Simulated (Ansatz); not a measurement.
Al: start and end of a relaxation

The cell of Al is invented: random cell by space group and Wyckoff sites (Cmcm, No. 63). Its size is a rough estimate.

start.cif

```cif
data_structure
_symmetry_space_group_name_H-M 'Cmcm'
_symmetry_Int_Tables_number 63
_cell_length_a 3.8936
_cell_length_b 6.5301
_cell_length_c 3.0013
_cell_angle_alpha 90.000
_cell_angle_beta 90.000
_cell_angle_gamma 90.000
_cell_volume 76.31
loop_
_atom_site_label
_atom_site_type_symbol
_atom_site_symmetry_multiplicity
_atom_site_Wyckoff_symbol
_atom_site_fract_x
_atom_site_fract_y
_atom_site_fract_z
_atom_site_occupancy
Al1 Al 4 c 0.50000 0.15198 0.25000 1
```

The calculation used Ansatz, DFT PBE, scalar-relativistic, plane waves, PAW. Cutoff 420 eV, Gaussian smearing, Γ-centred meshes. Cell and atoms relax first on a coarse mesh and then on a finer one. In between, the cell is made exact in the group found at 0.06 Å. In metals the finer mesh still leaves noise of several meV/atom or more. The steps can't lower the symmetry of their start. No spin polarisation.

end.cif

```cif
data_structure
_symmetry_space_group_name_H-M 'P6_3/mmc'
_symmetry_Int_Tables_number 194
_cell_length_a 4.1608
_cell_length_b 4.1608
_cell_length_c 2.7453
_cell_angle_alpha 90.000
_cell_angle_beta 90.000
_cell_angle_gamma 120.000
_cell_volume 41.16
loop_
_atom_site_label
_atom_site_type_symbol
_atom_site_symmetry_multiplicity
_atom_site_Wyckoff_symbol
_atom_site_fract_x
_atom_site_fract_y
_atom_site_fract_z
_atom_site_occupancy
Al1 Al 2 c 0.66667 0.33333 0.75000 1
```

The symmetry goes from Cmcm (No. 63) to P6_3/mmc (No. 194). The volume per atom grows by 7.9 %, from 19.1 to 20.6 Å³. The shortest distance goes from 2.49 Å (Al–Al) to 2.75 Å (Al–Al). The energy falls by about 0.16 eV/atom (the start's value is from the coarse mesh). The end is written in a standard setting, so origin, axes and order of atoms can differ from the start's.

For Al, the volume per atom is 20.58 Å³. The density is 2.18 g/cm³. The energy over the standard state is +0.18 eV/atom and the gap on the 18×18×18 mesh of the 2-atom cell is 0 eV (a metal).

Energies count from the standard state of Al at the same level. It lies above the standard state, so it could only be metastable.

The last run used Gaussian smearing of 0.10 eV. Symmetry constrained the relaxation, so the result can be a saddle point. In all, the 3 runs took 110 s on 1 thread of Intel(R) Xeon(R) Processor @ 2.50GHz (Skylake/Cascade Lake) (shared host).
